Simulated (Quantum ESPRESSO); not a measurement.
Runs of Quantum ESPRESSO 7.5 on PtS2. It takes space group P-3m1 (No. 164, trigonal). The conventional cell has a = 3.543 Å, b = 3.543 Å, c = 5.039 Å, α = 90.00°, β = 90.00°, γ = 120.00°. Around Pt (site symmetry -3m) lie 6 S at 2.34 Å. S (site symmetry 3m) has 3 Pt at 2.34 Å as nearest neighbours. 

```csv
task,level,potentials or basis,spin,U,cell,k mesh,cutoff (eV),smearing,hubbard projectors,mixing beta,SCF threshold,start of the occupations,q mesh,mesh quality,gap on the mesh (eV),pressure (GPa),largest force (eV/Å)
single point,PBEsol,GBRV 1.5 PBEsol,off,-,as given,9 × 9 × 5,612,fermi-dirac 0.05 eV,ortho-atomic,0.5,6e-10 Ry,-,-,not flagged,0.95,6.0,0.94
Hubbard U by linear response,PBEsol+U,GBRV 1.5 PBEsol,off,Pt d U = 6.0 eV,as given,6 × 6 × 4,612,fermi-dirac 0.05 eV,ortho-atomic,0.3,6e-10 Ry,default,2 × 2 × 2,not flagged,(b),6.7,1.06
dielectric tensor,AM05,GBRV 1.5 PBE,off,-,as given,"8 × 8 × 4, shifted",612,fermi-dirac 0.05 eV,-,0.5,6e-10 Ry,-,-,not flagged,-,6.1,0.80
Hubbard U by linear response,PBEsol+U,GBRV 1.5 PBEsol,off,Pt d U = 8.0 eV,as given,6 × 6 × 4,612,fermi-dirac 0.05 eV,ortho-atomic,0.3,6e-10 Ry,default,2 × 2 × 2,not flagged,0.74,(d),(a)
band structure,PBEsol,PseudoDojo 0.4.1 SR PBEsol standard,off,-,as given,9 × 9 × 5,1143,fermi-dirac 0.05 eV,-,0.5,6e-10 Ry,-,-,not flagged,0.95,6.2,0.94
dielectric tensor,PBE,GBRV 1.5 PBE,off,-,as given,"8 × 8 × 4, shifted",612,fermi-dirac 0.05 eV,-,0.5,6e-10 Ry,-,-,not flagged,-,11.3,(c)
band structure,revPBE,PseudoDojo 0.4.1 SR PBE standard,off,-,as given,9 × 9 × 5,1143,fermi-dirac 0.05 eV,-,0.5,6e-10 Ry,-,-,not flagged,1.06,13.1,1.26
phonons,LDA,PseudoDojo 0.4.1 SR LDA standard,off,-,relaxed,"4 × 4 × 2, shifted",1034,fermi-dirac 0.05 eV,-,0.5,6e-10 Ry,-,-,coarse,-,-0.1,-
phonons,vdW-DF-cx,GBRV 1.5 PBE,off,-,relaxed,"4 × 4 × 2, shifted",612,fermi-dirac 0.05 eV,-,0.5,6e-10 Ry,-,-,coarse,-,0.0,-
density of states,PBE+XDM,JTH 2.0 PBE,"collinear, ferromagnetic start",-,as given,9 × 9 × 5,490,gaussian 0.2 eV,-,0.3,6e-10 Ry,-,-,not flagged,1.01,8.8,1.36
```

Q: Fill in the values left out.

A: (a) 1.10; (b) 0.82; (c) 1.25; (d) 7.1.

Caveats: some runs use coarse meshes; spin-orbit coupling is left out, which moves the levels of the heavy elements (some runs); forces of over 1 eV/Å show positions far from the minimum, so gaps and moduli don't describe the material at rest (some runs); the potentials were made for another functional, which shifts forces and pressure (some runs); an odd mesh through Γ misses points on the zone boundary, where band edges often lie (some runs); the cell is more than 3 GPa from zero pressure, which shifts response properties (some runs); the gap on the mesh is small and may close between mesh points, in which case fixed occupations spoil the response (some runs); the layers were relaxed without a dispersion term, so their spacing and the soft interlayer modes are unreliable (some runs).

A k mesh can miss the band edges, and the runs leave out spin-orbit coupling on Pt.

Not every run made on this cell is shown here.
